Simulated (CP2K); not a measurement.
The system is Br.

```
Br
1.0
     4.08726    0.00000    0.00000
     1.44772    3.82228    0.00000
     0.00000    0.00000    8.70230
Br
4
Direct
  0.36510 0.63490 0.39010
  0.13490 0.86510 0.89010
  0.63490 0.36510 0.60990
  0.86510 0.13490 0.10990
```

Program: CP2K 2026.2. Alike in all runs: task band structure; no spin polarisation; cell as given; k mesh 7 × 7 × 3.

Problem. Order these runs on this cell by their band gap on the k mesh, lowest first.
A. level r2SCAN; potentials or basis POTENTIAL_UZH Br GTH-SCAN-q7; TZVP-MOLOPT-SCAN-GTH basis; smearing fermi-dirac 0.01 eV; NGRIDS 5; basis sets Br TZVP-MOLOPT-SCAN-GTH-q7; potentials Br GTH-SCAN-q7 of POTENTIAL_UZH; points a segment of the path (NPOINTS) 10; bands added on the path 4
B. level TB-mBJ; potentials or basis POTENTIAL_UZH Br GTH-PBE-q7; TZVP-MOLOPT-PBE-GTH basis; smearing fermi-dirac 0.05 eV; NGRIDS 5; basis sets Br TZVP-MOLOPT-PBE-GTH-q7; potentials Br GTH-PBE-q7 of POTENTIAL_UZH; points a segment of the path (NPOINTS) 6; bands added on the path 2
C. level LDA; potentials or basis GTH_POTENTIALS Br GTH-PADE-q7; TZVP-MOLOPT-PBE-GTH basis; smearing fermi-dirac 0.0259 eV; NGRIDS 4; basis sets Br TZVP-MOLOPT-PBE-GTH-q7; potentials Br GTH-PADE-q7 of GTH_POTENTIALS; points a segment of the path (NPOINTS) 6; bands added on the path 6

Solution. C (1.65 eV), A (2.05 eV), B (2.27 eV).

Caveats: the basis of atomic orbitals isn't converged, which shifts pressures, moduli and gaps; this is a model potential without an energy functional, so only levels have meaning (some runs).

A k mesh can miss the band edges.

Runs at the PBE level aren't shown here.
